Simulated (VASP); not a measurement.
# Nb (P6/mmm) in VASP: further runs, part 4 of 4

VASP 6.6.1. Earlier steps stand in the parts before.

**6. Single point, r2SCAN**

This run uses another cell than the first one: it holds 12 atoms, not 1.

File POSCAR:

```
Nb
1.0
    2.7392063672      1.5814815334      9.8966813863
   -2.7392063672      1.5814815334      9.8966813863
    0.0000000000     -3.1629630669      9.8966813863
Nb
12
Direct
    0.0466778526      0.5453899048      0.0466778526
    0.0466778526      0.0466778526      0.5453899048
    0.5453899048      0.0466778526      0.0466778526
    0.9533221474      0.4546100952      0.9533221474
    0.4546100952      0.9533221474      0.9533221474
    0.9533221474      0.9533221474      0.4546100952
    0.2078855638      0.7056664936      0.2078855638
    0.2078855638      0.2078855638      0.7056664936
    0.7056664936      0.2078855638      0.2078855638
    0.7921144362      0.2943335064      0.7921144362
    0.2943335064      0.7921144362      0.7921144362
    0.7921144362      0.7921144362      0.2943335064
```

File INCAR.step1:

```
PREC = Accurate
ENCUT = 520
ISMEAR = 0
SIGMA = 0.1
LREAL = F
LASPH = T
NELM = 100
NBANDS = 90
GGA = PE
ALGO = Normal
EDIFF = 1E-4
LWAVE = T
LCHARG = F
```

File INCAR.step2:

```
PREC = Accurate
ENCUT = 520
EDIFF = 1E-6
ISMEAR = 0
SIGMA = 0.1
LREAL = F
LASPH = T
NELM = 100
ALGO = Normal
ISIF = 2
LWAVE = F
LCHARG = F
METAGGA = R2SCAN
LMIXTAU = T
NBANDS = 90
ISTART = 1
```

File KPOINTS:

```
Automatic mesh
0
Gamma
  3 3 3
```

Potentials or basis: VASP PAW PBE potentials, release 64 (Nb_sv).

Launch:

```sh
$ cat potpaw_PBE.64/Nb_sv/POTCAR > POTCAR
$ cp INCAR.step1 INCAR
$ mpirun -np 1 vasp_std > vasp.out
$ cp INCAR.step2 INCAR
$ mpirun -np 1 vasp_std > vasp.out
```

OUTCAR:

```text
PREC = Accurate
   ENCUT = 520
   EDIFF = 1E-6
   ISMEAR = 0
   LREAL = F
   LASPH = T
   NELM = 100
   ISIF = 2
   METAGGA = R2SCAN
   ISTART = 1

 ion  position               nearest neighbor table
   1  0.047  0.545  0.047-   2 2.73   3 2.73   4 2.75   2 2.75   3 2.75  11 2.86  12 2.86
   2  0.047  0.047  0.545-   1 2.73   3 2.73   6 2.75   1 2.75   3 2.75  10 2.86  11 2.86
   3  0.545  0.047  0.047-   2 2.73   1 2.73   5 2.75   2 2.75   1 2.75  10 2.86  12 2.86
   4  0.953  0.455  0.953-   6 2.73   5 2.73   1 2.75   6 2.75   5 2.75   9 2.86   8 2.86
   5  0.455  0.953  0.953-   6 2.73   4 2.73   3 2.75   6 2.75   4 2.75   7 2.86   8 2.86
   6  0.953  0.953  0.455-   4 2.73   5 2.73   2 2.75   4 2.75   5 2.75   7 2.86   9 2.86
   7  0.208  0.706  0.208-   8 2.73   9 2.73   8 2.75   9 2.75   5 2.86   6 2.86  11 2.88  12 2.88
[... 7 lines left out ...]
  11  0.294  0.792  0.792-  12 2.73  10 2.73  12 2.75  10 2.75   1 2.86   2 2.86   7 2.88   8 2.88

  12  0.792  0.792  0.294-  10 2.73  11 2.73  11 2.75  10 2.75   1 2.86   3 2.86   7 2.88   9 2.88

  LATTYP: Found a trigonal (rhomboedric) cell.
 ALAT       =    10.3898333877
 COS(alpha) =     0.8609847855

  Lattice vectors:

 A1 = (   2.7392063672,   1.5814815334,   9.8966813863)
 A2 = (  -2.7392063672,   1.5814815334,   9.8966813863)
 A3 = (   0.0000000000,  -3.1629630669,   9.8966813863)

Analysis of symmetry for initial positions (statically):
=====================================================================
 Subroutine PRICEL returns:
 Original cell was already a primitive cell.

 Routine SETGRP: Setting up the symmetry group for a
 trigonal (rhombohedral) supercell.

 Subroutine GETGRP returns: Found 12 space group operations
 (whereof 12 operations were pure point group operations)
 out of a pool of 12 trial point group operations.

The static configuration has the point symmetry D_3d.

Analysis of symmetry for dynamics (positions and initial velocities):
=====================================================================
 Subroutine PRICEL returns:
[... 143 lines left out ...]
  energy-cutoff  :      520.00
  volume of cell :      257.23
 maximum number of plane-waves:      6954
 NGX is ok and might be reduce to    80

 number of electron     155.9999999 magnetization

 Free energy of the ion-electron system (eV)
  ---------------------------------------------------
  ext. energy  EPLUGINS =         0.00000000
  ---------------------------------------------------
  free energy    TOTEN  =      -285.91397877 eV

  energy without entropy =     -285.86036185  energy(sigma->0) =     -285.88717031

 E-fermi :   8.9373     XC(G=0): -12.2837

 val. band max:        8.9031000108   @ k =   0.3333   0.3333   0.3333
 cond. band min:       8.9650118679   @ k =  -0.3333   0.3333   0.3333
 fundamental gap:      0.0619118572
 Fermi energy:         8.9372624534

 k-point     1 :       0.0000    0.0000    0.0000
  band No.  band energies     occupation
      1     -47.5298      2.00000
      2     -47.4332      2.00000
      3     -47.4072      2.00000
      4     -47.3032      2.00000
      5     -47.2140      2.00000
      6     -47.2140      2.00000
[... 547 lines left out ...]
     89      10.5876      0.00000
     90      10.8321      0.00000

------------------------ aborting loop because EDIFF is reached ----------------------------------------

  FORCE on cell =-STRESS in cart. coord.  units (eV):
  Direction    XX          YY          ZZ          XY          YZ          ZX
  --------------------------------------------------------------------------------------
  -------------------------------------------------------------------------------------
  Total       -0.0238631     -0.0238631      0.1261805      0.0000000     -0.0000000      0.0000000
  in kB       -0.1486304     -0.1486304      0.7859107      0.0000000     -0.0000000      0.0000000
  external PRESSURE =       0.1628833 kB  Pullay stress =       0.0000000 kB

 VOLUME and BASIS-vectors are now :
 -----------------------------------------------------------------------------
  energy-cutoff  :      520.00
  volume of cell :      257.23
      direct lattice vectors                 reciprocal lattice vectors
     2.739206367  1.581481533  9.896681386     0.182534622  0.105386413  0.033681324
    -2.739206367  1.581481533  9.896681386    -0.182534622  0.105386413  0.033681324
     0.000000000 -3.162963067  9.896681386     0.000000000 -0.210772827  0.033681324

 POSITION                                       TOTAL-FORCE (eV/Angst)
 -----------------------------------------------------------------------------------
     -1.36608      0.78870      6.32146        -0.018951      0.010941      0.012010
      0.00000     -1.57741      6.32146        -0.000000     -0.021882      0.012010
      1.36608      0.78870      6.32146         0.018951      0.010941      0.012010
      1.36608     -0.78870     23.36858         0.018951     -0.010941     -0.012010
     -1.36608     -0.78870     23.36858        -0.018951     -0.010941     -0.012010
      0.00000      1.57741     23.36858        -0.000000      0.021882     -0.012010
     -1.36352      0.78723     11.09851        -0.016443      0.009494      0.007525
      0.00000     -1.57446     11.09851        -0.000000     -0.018987      0.007525
      1.36352      0.78723     11.09851         0.016443      0.009494      0.007525
      1.36352     -0.78723     18.59153         0.016443     -0.009494     -0.007525
     -1.36352     -0.78723     18.59153        -0.016443     -0.009494     -0.007525
      0.00000      1.57446     18.59153        -0.000000      0.018987     -0.007525
 -----------------------------------------------------------------------------------
    total drift:                               -0.000000      0.000000      0.000000

  FREE ENERGIE OF THE ION-ELECTRON SYSTEM (eV)
  ---------------------------------------------------
  free  energy   TOTEN  =      -285.9139787741 eV

  energy  without entropy=     -285.8603618463  energy(sigma->0) =     -285.88717031
```

OUTCAR.step1:

```text
PREC = Accurate
   ENCUT = 520
   ISMEAR = 0
   LREAL = F
[... 805 lines left out ...]
      1.36352      0.78723     11.09851        -0.093768     -0.054137     -0.008959
      1.36352     -0.78723     18.59153        -0.093768      0.054137      0.008959
     -1.36352     -0.78723     18.59153         0.093768      0.054137      0.008959
      0.00000      1.57446     18.59153        -0.000000     -0.108274      0.008959
 -----------------------------------------------------------------------------------
    total drift:                               -0.000000      0.000000      0.000000

  FREE ENERGIE OF THE ION-ELECTRON SYSTEM (eV)
  ---------------------------------------------------
  free  energy   TOTEN  =      -110.7435160300 eV

  energy  without entropy=     -110.6853816188  energy(sigma->0) =     -110.71444882
```

Wall time 33 min (1 thread of Intel Xeon Platinum 8488C (Sapphire Rapids), shared host); peak memory 1 GiB.

What came out:

| Item | Value |
| --- | --- |
| Free energy | -285.9140 eV |
| Pressure | 0.0 GPa |
| Largest force | 0.025 eV/Å |
| Band gap on the k mesh | none (metal or under the smearing width) |

Forces on the atoms (eV/Å):
```
Nb  -0.019  0.011  0.012
Nb   0.000 -0.022  0.012
Nb   0.019  0.011  0.012
Nb   0.019 -0.011 -0.012
Nb  -0.019 -0.011 -0.012
Nb   0.000  0.022 -0.012
Nb  -0.016  0.009  0.008
Nb   0.000 -0.019  0.008
Nb   0.016  0.009  0.008
Nb   0.016 -0.009 -0.008
Nb  -0.016 -0.009 -0.008
Nb   0.000  0.019 -0.008
```

Levels at points of the mesh, in eV from the Fermi level:
```csv
k point,band 75,band 76,band 77,band 78,band 79,band 80
"(0.00, 0.00, 0.00)",-0.76,-0.55,-0.55,0.30,0.30,0.86
```

Caveat: the k mesh is coarse (spacing up to 0.45 Å⁻¹), so the values aren't converged; the PAW data sets were made with another functional, which shifts forces and pressure a little.

**7. Overview**

```csv
task,cell,k mesh,cutoff (eV),mesh quality,gap on the mesh (eV),pressure (GPa)
single point,"P6/mmm, 19.23 Å³/atom",24 × 24 × 20,520,not flagged,none,-0.1
single point,"P6/mmm, 19.4 Å³/atom",9 × 9 × 6,520,coarse,none,-0.1
relaxation of cell and atoms,relaxed,9 × 9 × 6,600,coarse,none,0.0
single point,"P6/mmm, 18.56 Å³/atom",9 × 9 × 6,520,coarse,none,7.2
single point,"R-3m, 21.44 Å³/atom",3 × 3 × 3,520,coarse,none,0.0
```

Alike in all rows: level r2SCAN; potentials or basis VASP PAW PBE potentials, release 64 (Nb_sv); no spin polarisation; smearing gaussian 0.1 eV.

Caveats: some runs use coarse meshes; the PAW data sets were made with another functional, which shifts forces and pressure a little.

Absolute energies hang on the potentials; compare differences alone.
